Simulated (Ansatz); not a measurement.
# In2O3: the cost of one run

Computed with Ansatz 0.2.0 (DFT, PBE, plane-wave PAW, default files, scalar-relativistic, as far as a step names no other, unless a step's input says otherwise).

2 further runs of the same task are left out: 2 set aside as unsound or not needed.

### Step 1. The starting structure

It takes space group I2_13 (No. 199, cubic). Conventional cell: a = 10.120 Å, b = 10.120 Å, c = 10.120 Å, α = 90.00°, β = 90.00°, γ = 90.00°. Around In (site symmetry 3) lie 6 O at 2.19 Å. In (site symmetry 2) is surrounded by 6 O at 2.08 to 2.32 Å. Around In (site symmetry 2) lie 2 O at 1.98 Å. O (site symmetry 1) is surrounded by 3 In at 2.08 to 2.32 Å. O (site symmetry 1) has 3 In at 1.98 to 2.32 Å as nearest neighbours.

Structure file:

```
In O
1.0
    -5.06000    5.06000    5.06000
     5.06000   -5.06000    5.06000
     5.06000    5.06000   -5.06000
In O
16 24
Direct
  0.50000 0.50000 0.50000
  0.50000 0.00000 0.00000
  0.00000 0.50000 0.00000
  0.00000 0.00000 0.50000
  0.25000 0.27100 0.02100
  0.75000 0.22900 0.47900
  0.02100 0.25000 0.27100
  0.47900 0.75000 0.22900
  0.27100 0.02100 0.25000
  0.22900 0.47900 0.75000
  0.25000 0.79200 0.54200
  0.75000 0.70800 0.95800
  0.54200 0.25000 0.79200
  0.95800 0.75000 0.70800
  0.79200 0.54200 0.25000
  0.70800 0.95800 0.75000
  0.50000 0.50000 0.25000
  0.75000 0.25000 0.25000
  0.00000 0.25000 0.00000
  0.75000 0.00000 0.50000
  0.25000 0.50000 0.50000
  0.25000 0.75000 0.25000
  0.00000 0.00000 0.25000
  0.50000 0.75000 0.00000
  0.50000 0.25000 0.50000
  0.25000 0.25000 0.75000
  0.25000 0.00000 0.00000
  0.00000 0.50000 0.75000
  0.75000 0.50000 0.50000
  0.50000 0.25000 0.00000
  0.75000 0.25000 0.75000
  0.00000 0.00000 0.75000
  0.50000 0.75000 0.50000
  0.00000 0.50000 0.25000
  0.75000 0.75000 0.25000
  0.75000 0.00000 0.00000
  0.50000 0.50000 0.75000
  0.25000 0.00000 0.50000
  0.25000 0.75000 0.75000
  0.00000 0.75000 0.00000
```

### Step 2. First run, atoms as given

input.yaml

```yaml
crystal:
  lattice:
    - [-5.06, 5.06, 5.06]
    - [5.06, -5.06, 5.06]
    - [5.06, 5.06, -5.06]
  atoms:
    - { symbol: In, position: [0.5, 0.5, 0.5] }
    - { symbol: In, position: [0.5, 0.0, 0.0] }
    - { symbol: In, position: [0.0, 0.5, 0.0] }
    - { symbol: In, position: [0.0, 0.0, 0.5] }
    - { symbol: In, position: [0.25, 0.271, 0.021] }
    - { symbol: In, position: [0.75, 0.229, 0.479] }
    - { symbol: In, position: [0.021, 0.25, 0.271] }
    - { symbol: In, position: [0.479, 0.75, 0.229] }
    - { symbol: In, position: [0.271, 0.021, 0.25] }
    - { symbol: In, position: [0.229, 0.479, 0.75] }
    - { symbol: In, position: [0.25, 0.792, 0.542] }
    - { symbol: In, position: [0.75, 0.708, 0.958] }
    - { symbol: In, position: [0.542, 0.25, 0.792] }
    - { symbol: In, position: [0.958, 0.75, 0.708] }
    - { symbol: In, position: [0.792, 0.542, 0.25] }
    - { symbol: In, position: [0.708, 0.958, 0.75] }
    - { symbol: O, position: [0.5, 0.5, 0.25] }
    - { symbol: O, position: [0.75, 0.25, 0.25] }
    - { symbol: O, position: [0.0, 0.25, 0.0] }
    - { symbol: O, position: [0.75, 0.0, 0.5] }
    - { symbol: O, position: [0.25, 0.5, 0.5] }
    - { symbol: O, position: [0.25, 0.75, 0.25] }
    - { symbol: O, position: [0.0, 0.0, 0.25] }
    - { symbol: O, position: [0.5, 0.75, 0.0] }
    - { symbol: O, position: [0.5, 0.25, 0.5] }
    - { symbol: O, position: [0.25, 0.25, 0.75] }
    - { symbol: O, position: [0.25, 0.0, 0.0] }
    - { symbol: O, position: [0.0, 0.5, 0.75] }
    - { symbol: O, position: [0.75, 0.5, 0.5] }
    - { symbol: O, position: [0.5, 0.25, 0.0] }
    - { symbol: O, position: [0.75, 0.25, 0.75] }
    - { symbol: O, position: [0.0, 0.0, 0.75] }
    - { symbol: O, position: [0.5, 0.75, 0.5] }
    - { symbol: O, position: [0.0, 0.5, 0.25] }
    - { symbol: O, position: [0.75, 0.75, 0.25] }
    - { symbol: O, position: [0.75, 0.0, 0.0] }
    - { symbol: O, position: [0.5, 0.5, 0.75] }
    - { symbol: O, position: [0.25, 0.0, 0.5] }
    - { symbol: O, position: [0.25, 0.75, 0.75] }
    - { symbol: O, position: [0.0, 0.75, 0.0] }
kpoints:
  mp_grid: { grid: [3, 3, 3] }
scf:
  occupations: { method: fermi_dirac, width: 0.02 }
hamiltonian:
  xc: pbe
  pseudopotentials: { kind: paw }
output:
  forces: true
  stress: true
  populations: true
  efg:
    quadrupole_moments_barn: { In: 0.772, O: -0.02558 }
    contact_densities: true
  write_density: true
  write_potential: true
  elf: true
  volumetric_format: npy
```

Started as:

```console
$ ansatz run input.yaml --threads 1 --pin off --max-ram 3072MiB --backend cpu --events-out ev --progress --plain --runs-dir out
```

Q: Estimate wall time and peak memory on 1 thread of Intel Xeon Platinum 8259CL at 2.50GHz (Skylake/Cascade Lake), shared host.

About 79 s, with a peak of 1.1 GiB.
